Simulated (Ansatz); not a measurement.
## CuO: equation of state with BLYP

Crystal: CuO.

```
CELL_PARAMETERS angstrom
0.00000 2.11656 2.11656
2.11656 0.00000 2.11656
2.11656 2.11656 0.00000
ATOMIC_POSITIONS crystal
Cu 0.02950 0.02810 0.90803
O 0.47050 0.47190 0.59197
```

The cell comes from a database or a generator and needn't be the stable form of this composition.

```
Program             : Ansatz 0.2.0
Task                : equation of state
Functional          : BLYP
Potentials or basis : Ansatz PAW
Cutoff              : 420 eV
Density cutoff      : 1680 eV
k mesh              : 11 × 11 × 11
Occupations         : fermi-dirac, width 0.05 eV
Spin                : no spin polarisation
```

```
Equilibrium volume                        : 10.89 Å³/atom (rough: see the caveat)
Bulk modulus at fixed shape and positions : 137 GPa (rough)
```

Energy against volume, from the lowest point:
```
volume (Å³/atom)  energy (meV/atom)
           8.913             190.41
           9.103             142.77
           9.292             102.38
           9.482              68.57
           9.671              40.49
           9.861              17.85
          10.051               0.00
```

All runs of the series together: 100 s on 2 threads of Arm Neoverse V1, with other jobs on the host.

Caveat: the potentials were made for another functional, which shifts forces and pressure; the minimum lies outside the volumes run; the cell was scaled at fixed shape and fractional positions, which overstates the stiffness of a crystal with free parameters, most of all of layers and chains; the run has no spin polarisation, though such a crystal can be magnetic.
